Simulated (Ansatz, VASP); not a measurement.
**Ni in VASP and in Ansatz**

```
Ni
1.0
     0.00000    2.59782    2.59782
     2.59782    0.00000    2.59782
     2.59782    2.59782    0.00000
Ni
2
Cartesian
  0.6495 0.6495 0.6495
  4.5462 4.5462 4.5462
```

Alike in both runs: task single point; functional PBEsol; k mesh 12 × 12 × 12; occupations fermi-dirac, width 0.1 eV; no spin polarisation.

|  | VASP | Ansatz |
| --- | --- | --- |
| version | VASP 6.6.1 | Ansatz 0.2.0 |
| potentials or method | VASP PAW PBE potentials, release 64 (Ni) | plane waves (420 eV) with PAW, scalar-relativistic |
| plane-wave cutoff (eV) | 520 | 420 |
| valence electrons in the cell | 20 | 36 |

|  | VASP | Ansatz | Ansatz less VASP |
| --- | --- | --- | --- |
| pressure (GPa) | -9.2 | -9.3 | -0.12 |

The two sets of potentials don't hold the same shells in valence. Ansatz warned: «pseudo_functional_mismatch».

Caveats: the PAW data sets were made with another functional, which shifts forces and pressure a little (VASP); the run has no spin polarisation, though such a crystal can be magnetic. Spin polarisation is off, so any magnetic state and its effect on volume and gap are missing.
